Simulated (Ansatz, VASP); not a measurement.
**MgO in VASP and in Ansatz**

Contents of INCAR:

```
SYSTEM = MgO
PREC = Accurate
ENCUT = 520
EDIFF = 1E-6
ISMEAR = 0
SIGMA = 0.02
LREAL = .False.
LASPH = .True.
NELM = 60
ALGO = Normal
ISIF = 2
LWAVE = .False.
LCHARG = .False.
NBANDS = 16
```

File KPOINTS:

```
regular mesh
0
Gamma
  9 9 6
  0 0 0
```

File POSCAR:

```
MgO
1.0
    3.3008543351      0.0000000000      0.0000000000
   -1.6504271676      2.8586237084      0.0000000000
    0.0000000000      0.0000000000      5.0282053079
Mg O
2 2
Direct
    0.3333333333      0.6666666667      0.4912900085
    0.6666666667      0.3333333333     -0.0087099915
    0.6666666667      0.3333333333      0.3877199915
    0.3333333333      0.6666666667      0.8877199915
```

Input for Ansatz:

```yaml
crystal:
  lattice:
    - [3.3008543351, 0.0, 0.0]
    - [-1.6504271676, 2.8586237084, 0.0]
    - [0.0, 0.0, 5.0282053079]
  atoms:
    - { symbol: Mg, position: [0.3333333333, 0.6666666667, 0.4912900085] }
    - { symbol: Mg, position: [0.6666666667, 0.3333333333, -0.0087099915] }
    - { symbol: O, position: [0.6666666667, 0.3333333333, 0.3877199915] }
    - { symbol: O, position: [0.3333333333, 0.6666666667, 0.8877199915] }
basis:
  ecutwfc: 420
kpoints:
  mp_grid: { grid: [9, 9, 6] }
  band_path:
    path:
      - [0.0, 0.0, 0.0]
      - [0.5, 0.0, 0.0]
      - [0.3333333333, 0.3333333333, 0.0]
      - [0.0, 0.0, 0.5]
      - [0.5, 0.0, 0.5]
      - [0.3333333333, 0.3333333333, 0.5]
    npoints: 1
hamiltonian:
  xc: lda
scf:
  occupations: { method: gaussian, width: 0.02 }
  n_extra_bands: 5
output:
  forces: true
  stress: true
  eigenvalues: true
```

Alike in both runs: task single point; functional LDA; k mesh 9 × 9 × 6; occupations gaussian, width 0.02 eV; no spin polarisation.

|  | VASP | Ansatz |
| --- | --- | --- |
| version | VASP 6.6.1 | Ansatz 0.2.0 |
| potentials or method | VASP PAW LDA potentials, release 64 (Mg, O) | scalar-relativistic, plane waves, PAW |
| plane-wave cutoff (eV) | 520 | 420 |
| valence electrons in the cell | 16 | 32 |

```tsv
	VASP	Ansatz	Ansatz less VASP
gap on the k mesh at the Fermi level (eV)	3.38	3.38	+0.001
least direct gap on the mesh (eV)	3.38	3.38	+0.001
pressure (GPa)	-5.7	-4.6	+1.11
largest component of the traceless stress (GPa)	0.39	0.24	-0.147
rms of the force components (eV/Å)	0.021	0.015	-0.0054
```

Atom by atom the forces differ by 0.005 eV/Å (rms over components). The two sets of potentials don't hold the same shells in valence.

Caveats: an odd mesh through Γ misses points on the zone boundary, where band edges often lie.
